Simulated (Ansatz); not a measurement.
Starting structure of a cell relaxation (symmetry kept):

```
CELL_PARAMETERS angstrom
0.00000 2.75340 2.75340
2.75340 0.00000 2.75340
2.75340 2.75340 0.00000
ATOMIC_POSITIONS crystal
Al 0.00000 0.00000 0.00000
P 0.25000 0.25000 0.25000
```

All numbers below come from DFT PBE+D3(BJ), scalar-relativistic, plane waves, PAW (Ansatz 0.2.0).

Settings: cutoff 420 eV, Γ-centred mesh 8×8×8 on the computed 2-atom cell, Gaussian smearing of 0.02 eV; no spin polarisation.

Problem. What does it relax to?

Solution. The volume goes down by 0.62 Å³/atom to 20.26 Å³/atom, and the energy falls by 4.9 meV/atom. Final structure:
```
Al P
1.0
     0.00000    2.72595    2.72595
     2.72595    0.00000    2.72595
     2.72595    2.72595    0.00000
Al P
1 1
Direct
  0.00000 0.00000 0.00000
  0.25000 0.25000 0.25000
```

Course of the relaxation (steps run on the plane waves of an earlier cell, and the basis is chosen afresh near the end, so energy and pressure can step there; trial steps that raised the energy were taken back; energies are free energies):

```json
{"step": "1", "E − E_final (meV/atom)": "4.9", "P (GPa)": "-2.49", "V (Å³/atom)": "20.87"}
{"step": "2", "E − E_final (meV/atom)": "0.2", "P (GPa)": "-0.60", "V (Å³/atom)": "20.40"}
{"step": "3", "E − E_final (meV/atom)": "-0.1", "P (GPa)": "0.03", "V (Å³/atom)": "20.26"}
{"step": "4", "E − E_final (meV/atom)": "0.0", "P (GPa)": "0.02", "V (Å³/atom)": "20.26"}
```

Cost: 1 run of about 0.11 core-minutes, on Arm Neoverse V1 (shared hosts).